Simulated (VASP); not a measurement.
# Sb in VASP: notebook

The runs below take Sb through relaxation of the atoms, electron localisation function, with RPBE, PBE+D3, PBE+MBD, PBE.

Program: VASP 6.6.1. These are calculated values, not measurements. Logs are shortened: lines on timing, memory, paths and dates and some standing lists are left out, and cuts for length are marked.

## (1) Starting point

The cell holds a sheet with vacuum, 2 atoms: a = 3.133 Å, b = 3.133 Å, c = 31.360 Å, α = 90.00°, β = 90.00°, γ = 90.00°.

The cell was built by a generator and needn't be a form met in nature.

## (2) Relaxation of the atoms, RPBE

File INCAR:

```
ALGO = Normal ; DIPOL = 0.5 0.5 0.287
EDIFF = 1E-6 ; EDIFFG = -0.01
ENCUT = 520 ; GGA = RP
IBRION = 2 ; IDIPOL = 3
ISIF = 2 ; ISMEAR = 0
LASPH = True ; LCHARG = False
LDIPOL = True ; LREAL = False
LWAVE = False ; NELM = 100
NSW = 40 ; PREC = Accurate
SIGMA = 0.05
```

File KPOINTS:

```
k-points
0
Gamma
  9 9 1
```

File POSCAR:

```
Sb
1.0
    3.1333400000      0.0000000000      0.0000000000
    0.0000000000      3.1333400000      0.0000000000
    0.0000000000      0.0000000000     31.3600000000
Sb
2
Selective dynamics
Direct
    0.0000000000      0.0000000000      0.2420100000  F F F
    0.0000000000      0.0000000000      0.3319700000  T T T
```

Potentials or basis: VASP PAW PBE potentials, release 64 (Sb).

Command:

```bash
cat potpaw_PBE.64/Sb/POTCAR > POTCAR
mpirun -np 1 vasp_std > vasp.out
```

OUTCAR:

```text
EDIFF = 1E-6
   EDIFFG = -0.01
   ENCUT = 520
   GGA = RP
   IBRION = 2
   ISIF = 2
   ISMEAR = 0
   LASPH = True
   LREAL = False
   NELM = 100
   NSW = 40
   PREC = Accurate

 ion  position               nearest neighbor table
   1  0.000  0.000  0.242-   2 2.82
   2  0.000  0.000  0.332-   1 2.82

  LATTYP: Found a simple tetragonal cell.
 ALAT       =     3.1333400000
 C/A-ratio  =    10.0084893436

  Lattice vectors:

 A1 = (   3.1333400000,   0.0000000000,   0.0000000000)
 A2 = (   0.0000000000,   3.1333400000,   0.0000000000)
 A3 = (   0.0000000000,   0.0000000000,  31.3600000000)

Analysis of symmetry for initial positions (statically):
=====================================================================
 Subroutine PRICEL returns:
 Original cell was already a primitive cell.

 Routine SETGRP: Setting up the symmetry group for a
 simple tetragonal supercell.

 Subroutine GETGRP returns: Found 16 space group operations
 (whereof  8 operations were pure point group operations)
 out of a pool of 16 trial point group operations.

The static configuration has the point symmetry C_4v.
 The point group associated with its full space group is D_4h.

Analysis of symmetry for dynamics (positions and initial velocities):
=====================================================================
 Subroutine PRICEL returns:
 Original cell was already a primitive cell.

 Routine SETGRP: Setting up the symmetry group for a
 simple tetragonal supercell.

 Subroutine GETGRP returns: Found 16 space group operations
 (whereof  8 operations were pure point group operations)
 out of a pool of 16 trial point group operations.

The dynamic configuration has the point symmetry C_4v.
 The point group associated with its full space group is D_4h.

Analysis of constrained symmetry for selective dynamics:
=====================================================================
 Subroutine PRICEL returns:
 Original cell was already a primitive cell.

 Routine SETGRP: Setting up the symmetry group for a
 simple tetragonal supercell.

 Subroutine GETGRP returns: Found  8 space group operations
 (whereof  8 operations were pure point group operations)
 out of a pool of 16 trial point group operations.

The constrained configuration has the point symmetry C_4v.

 Subroutine INISYM returns: Found  8 space group operations
 (whereof  8 operations are pure point group operations),
 and found     1 'primitive' translations

----------------------------------------------------------------------------------------

                                     Primitive cell

  volume of cell :     307.8868

  direct lattice vectors                    reciprocal lattice vectors
     3.133340000  0.000000000  0.000000000     0.319148257  0.000000000  0.000000000
     0.000000000  3.133340000  0.000000000     0.000000000  0.319148257  0.000000000
     0.000000000  0.000000000 31.360000000     0.000000000  0.000000000  0.031887755

  length of vectors
     3.133340000  3.133340000 31.360000000     0.319148257  0.319148257  0.031887755

  position of ions in fractional coordinates (direct lattice)
     0.000000000  0.000000000  0.242010000
     0.000000000  0.000000000  0.331970000

  ion indices of the primitive-cell ions
   primitive index   ion index
                 1           1
                 2           2

----------------------------------------------------------------------------------------

 KPOINTS: k-points

Automatic generation of k-mesh.
 Grid dimensions read from file:
 generate k-points for:    9    9    1

 Generating k-lattice:

  Cartesian coordinates                     Fractional coordinates (reciprocal lattice)
     0.035460917  0.000000000  0.000000000     0.111111111  0.000000000  0.000000000
     0.000000000  0.035460917  0.000000000     0.000000000  0.111111111  0.000000000
     0.000000000  0.000000000  0.031887755     0.000000000  0.000000000  1.000000000

  Length of vectors
     0.035460917  0.035460917  0.031887755

  Shift w.r.t. Gamma in fractional coordinates (k-lattice)
     0.000000000  0.000000000  0.000000000

 Subroutine IBZKPT returns following result:
 ===========================================

 Found     15 irreducible k-points:

 Following reciprocal coordinates:
            Coordinates               Weight
  0.000000  0.000000  0.000000      1.000000
  0.111111  0.000000  0.000000      4.000000
  0.222222  0.000000  0.000000      4.000000
  0.333333  0.000000  0.000000      4.000000
  0.444444  0.000000  0.000000      4.000000
  0.111111  0.111111  0.000000      4.000000
  0.222222  0.111111  0.000000      8.000000
  0.333333  0.111111  0.000000      8.000000
  0.444444  0.111111  0.000000      8.000000
  0.222222  0.222222  0.000000      4.000000
  0.333333  0.222222  0.000000      8.000000
  0.444444  0.222222  0.000000      8.000000
  0.333333  0.333333  0.000000      4.000000
  0.444444  0.333333  0.000000      8.000000
  0.444444  0.444444  0.000000      4.000000
   k-points           NKPTS =     15   k-points in BZ     NKDIM =     15   number of bands    NBANDS=      9
   number of dos      NEDOS =    301   number of ions     NIONS =      2
   total plane-waves  NPLWV = 138240
   dimension x,y,z NGX =    24 NGY =   24 NGZ =  240
   dimension x,y,z NGXF=    48 NGYF=   48 NGZF=  480
   ions per type =               2
   NGX,Y,Z   is equivalent  to a cutoff of  12.73, 12.73, 12.72 a.u.
   NGXF,Y,Z  is equivalent  to a cutoff of  25.47, 25.47, 25.45 a.u.
 SYSTEM =  unknown system
   PREC   = accura    normal or accurate (medium, high low for compatibility)
   ISTART =      0    job   : 0-new  1-cont  2-samecut
   ICHARG =      2    charge: 1-file 2-atom 10-const
   ISPIN  =      1    spin polarized calculation?
   LNONCOLLINEAR =      F non collinear calculations
   LSORBIT =      F    spin-orbit coupling
   LASPH  =      T    aspherical Exc in radial PAW
   ENCUT  =  520.0 eV  38.22 Ry    6.18 a.u.   5.83  5.83 58.31*2*pi/ulx,y,z
   NELM   =    100;   NELMIN=  2; NELMDL= -5     # of ELM steps
   EDIFF  = 0.1E-05   stopping-criterion for ELM
   LREAL  =      F    real-space projection
   EDIFFG = -.1E-01   stopping-criterion for IOM
   NSW    =     40    number of steps for IOM
   IBRION =      2    ionic relax: 0-MD 1-quasi-New 2-CG
   NFREE  =      1    steps in history (QN), initial steepest desc. (CG)
   ISIF   =      2    stress and relaxation
   ISYM   =      2    0-nonsym 1-usesym 2-fastsym
   POTIM  = 0.5000    time-step for ionic-motion
   TEBEG  =    0.0;   TEEND  =   0.0 temperature during run
   PSTRESS=    0.0 pullay stress
   NELECT =      10.0000    total number of electrons
   NUPDOWN=      -1.0000    fix difference up-down
   EMIN   =  10.00;   EMAX   =-10.00  energy-range for DOS
   EFERMI =   0.00;   METHOD = LEGACY
   ISMEAR =     0;   SIGMA  =   0.05  broadening in eV -4-tet -1-fermi 0-gaus
   EFERMI_NEDOS =   21; number of points for ismear=-14 and -15
   IALGO  =     38    algorithm
   IMIX   =      4    mixing-type and parameters
     AMIX     =   0.40;   BMIX     =  1.00
     AMIX_MAG =   1.60;   BMIX_MAG =  1.00
  volume/ion in A,a.u.               =     153.94      1038.86
  Fermi-wavevector in a.u.,A,eV,Ry     =   0.522329  0.987059  3.712050  0.272828
  Thomas-Fermi vector in A             =   1.541083
   LORBIT       =      0    0 simple, 1 ext, 2 COOP (PROOUT), +10 PAW based schemes
   GGA     = RP    functional components
   LHFCALC =     F    Hartree Fock is set to
   AEXX    =    0.0000 exact exchange contribution
   IVDW    =     0    specifies the selected vdW correction
   LEPSILON=     F    determine dielectric tensor
   LRPA    =     F    only Hartree local field effects (RPA)
 conjugate gradient relaxation of ions
 non-spin polarized calculation
 Gauss-broadening in eV      SIGMA  =   0.05
  energy-cutoff  :      520.00
  volume of cell :      307.89
 maximum number of plane-waves:      8352
 NGX is ok and might be reduce to    24
   NGX = 11   NGY = 11   NGZ =117

 dipolmoment           0.000000      0.000000     -0.000031 electrons x Angstroem

--------------------------------------- Ionic step        1  -------------------------------------------

 number of electron      10.0000000 magnetization

 Free energy of the ion-electron system (eV)
  ---------------------------------------------------
  ext. energy  EPLUGINS =         0.00000000
  ---------------------------------------------------
  free energy    TOTEN  =        -7.31429877 eV

  energy without entropy =       -7.31072531  energy(sigma->0) =       -7.31251204

------------------------ aborting loop because EDIFF is reached ----------------------------------------

  FORCE on cell =-STRESS in cart. coord.  units (eV):
  Direction    XX          YY          ZZ          XY          YZ          ZX
  --------------------------------------------------------------------------------------
  -------------------------------------------------------------------------------------
  Total        1.2132606      1.2132606      0.5861635      0.0000000     -0.0000000      0.0000000
  in kB        6.3135491      6.3135491      3.0502699      0.0000000     -0.0000000      0.0000000
  external PRESSURE =       5.2257894 kB  Pullay stress =       0.0000000 kB
[... 57 lines left out ...]
  energy  without entropy=       -7.3130752770  energy(sigma->0) =       -7.31459470

--------------------------------------- Ionic step        3  -------------------------------------------

 number of electron      10.0000000 magnetization

 dipolmoment           0.000000      0.000000      0.000152 electrons x Angstroem

 Free energy of the ion-electron system (eV)
  ---------------------------------------------------
  ext. energy  EPLUGINS =         0.00000000
  ---------------------------------------------------
  free energy    TOTEN  =        -7.31774290 eV

  energy without entropy =       -7.31489603  energy(sigma->0) =       -7.31631946

 E-fermi :  -1.4935     XC(G=0):  -2.2742

 val. band max:       -1.5076728135   @ k =   0.4444   0.3333   0.0000
 cond. band min:      -1.3528966166   @ k =   0.3333   0.2222   0.0000
 fundamental gap:      0.1547761969
 Fermi energy:        -1.4935232670

 k-point     1 :       0.0000    0.0000    0.0000
  band No.  band energies     occupation
      1     -13.6876      2.00000
      2     -11.7981      2.00000
      3      -5.6715      2.00000
      4      -1.5180      1.51139
      5       1.5329      0.00000
      6       1.7038      0.00000
      7       1.7038      0.00000
      8       2.0227      0.00000
      9       2.1438      0.00000
[... 157 lines left out ...]
 k-point    15 :       0.4444    0.4444    0.0000
  band No.  band energies     occupation
      1      -9.2909      2.00000
      2      -7.0707      2.00000
      3      -4.7831      2.00000
      4      -4.6949      2.00000
      5      -3.3345      2.00000
      6      -3.1514      2.00000
      7      -1.8506      2.00000
      8       1.2552      0.00000
      9       2.8938      0.00000

------------------------ aborting loop because EDIFF is reached ----------------------------------------

 vacuum level on the upper side and lower side of the slab       (xc-potential included)        -0.006        -0.009

  FORCE on cell =-STRESS in cart. coord.  units (eV):
  Direction    XX          YY          ZZ          XY          YZ          ZX
  --------------------------------------------------------------------------------------
  -------------------------------------------------------------------------------------
  Total        1.1525354      1.1525354     -0.0323012      0.0000000      0.0000000      0.0000000
  in kB        5.9975481      5.9975481     -0.1680888      0.0000000      0.0000000      0.0000000
  external PRESSURE =       3.9423358 kB  Pullay stress =       0.0000000 kB

 VOLUME and BASIS-vectors are now :
 -----------------------------------------------------------------------------
  energy-cutoff  :      520.00
  volume of cell :      307.89
      direct lattice vectors                 reciprocal lattice vectors
     3.133340000  0.000000000  0.000000000     0.319148257  0.000000000  0.000000000
     0.000000000  3.133340000  0.000000000     0.000000000  0.319148257  0.000000000
     0.000000000  0.000000000 31.360000000     0.000000000  0.000000000  0.031887755
[... 8 lines left out ...]
  FREE ENERGIE OF THE ION-ELECTRON SYSTEM (eV)
  ---------------------------------------------------
  free  energy   TOTEN  =        -7.3177428958 eV

  energy  without entropy=       -7.3148960269  energy(sigma->0) =       -7.31631946

 reached required accuracy - stopping structural energy minimisation

 vacuum level on the upper side and lower side of the slab         2.119         2.117
```

Run time: 94 s. Hardware: 1 thread of Intel Xeon 6975P-C (Granite Rapids), shared host; peak memory 0.38 GiB.

What came out:

- Free energy: -7.3177 eV
- Energy gained by relaxing: 1.7 meV/atom
- Ionic steps: 3
- Band gap on the k mesh: none (metal or under the smearing width)

Step by step:
| step | energy change (eV) | largest force (eV/Å) | pressure (GPa) |
| --- | --- | --- | --- |
| 1 | 0.0000 | 0.2083 | 0.52 |
| 2 | -0.0018 | 0.1520 | 0.48 |
| 3 | -0.0034 | 0.0099 | 0.39 |

Final structure:
```xyz
2
Lattice="3.1333 0.0000 0.0000 0.0000 3.1333 0.0000 0.0000 0.0000 31.3600" Properties=species:S:1:pos:R:3 pbc="T T T"
Sb    0.0000    0.0000    7.5894
Sb    0.0000    0.0000   10.4435
```

Caveat: the PAW data sets were made with another functional, which shifts forces and pressure a little. Spin-orbit coupling is left out, which matters for the levels of Sb.

(Part 1 of 2 ends here.)
